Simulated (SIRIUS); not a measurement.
InP:

```
In P
1.0
     0.00000    2.93050    2.93050
     2.93050    0.00000    2.93050
     2.93050    2.93050    0.00000
In P
1 1
Direct
  0.00000 0.00000 0.00000
  0.75000 0.75000 0.75000
```

Base run:

```yaml
Program: SIRIUS 7.12.0
Functional: PBE
Potentials_or_basis: all-electron FP-LAPW
Cutoff: 172 eV
Basis: apw+lo standard
k_mesh: 8 × 8 × 8
Occupations: fermi-dirac, width 0.05 eV
Spin: no spin polarisation
```

Its results: band gap on the k mesh 0.71 eV, direct.

Question: The run is repeated on the same cell with these changes: functional from PBE to PBEsol. What comes out?

Answer: Band gap on the k mesh 0.61 eV, direct.

Caveats: spin-orbit coupling is left out, which moves the levels of the heavy elements.

A k mesh can miss the band edges.

Not every run made on this cell is shown here.
